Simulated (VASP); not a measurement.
Input of a VASP 6.6.1 run:

The input INCAR:

```
PREC = Accurate ; ENCUT = 520
EDIFF = 1E-6 ; ISMEAR = -1
SIGMA = 0.05 ; LREAL = False
LASPH = True ; NELM = 100
ALGO = Normal ; ISIF = 2
LWAVE = False ; LCHARG = True
GGA = PE ; LELF = True
LVHAR = True ; NBANDS = 30
```

Contents of KPOINTS:

```
regular mesh
0
Gamma
  4 4 5
```

File POSCAR:

```
CN2O
1.0
    5.9351640000      0.0000000000      0.0000000000
    0.0000000000      5.9351640000      0.0000000000
    0.0000000000      0.0000000000      4.7780450000
C N O
2 4 2
Direct
    0.0000000000      0.5000000000      0.3133560000
    0.5000000000      0.0000000000      0.6866440000
    0.8573560000      0.6426440000      0.1954380000
    0.6426440000      0.1426440000      0.8045620000
    0.1426440000      0.3573560000      0.1954380000
    0.3573560000      0.8573560000      0.8045620000
    0.0000000000      0.5000000000      0.5887050000
    0.5000000000      0.0000000000      0.4112950000
```

Potentials or basis: VASP PAW PBE potentials, release 64 (C, N, O).

The run is started by

```sh
$ cat potpaw_PBE.64/C/POTCAR potpaw_PBE.64/N/POTCAR potpaw_PBE.64/O/POTCAR > POTCAR
$ mpirun -np 1 vasp_std > vasp.out
```

Question: Estimate the largest force.

Answer: 0.780 eV/Å.

Question: Estimate the pressure.

Answer: -2.2 GPa.

Stress tensor (GPa, compression positive):
```
-2.29  0.00  0.00
 0.00 -2.29  0.00
 0.00  0.00 -1.92
```
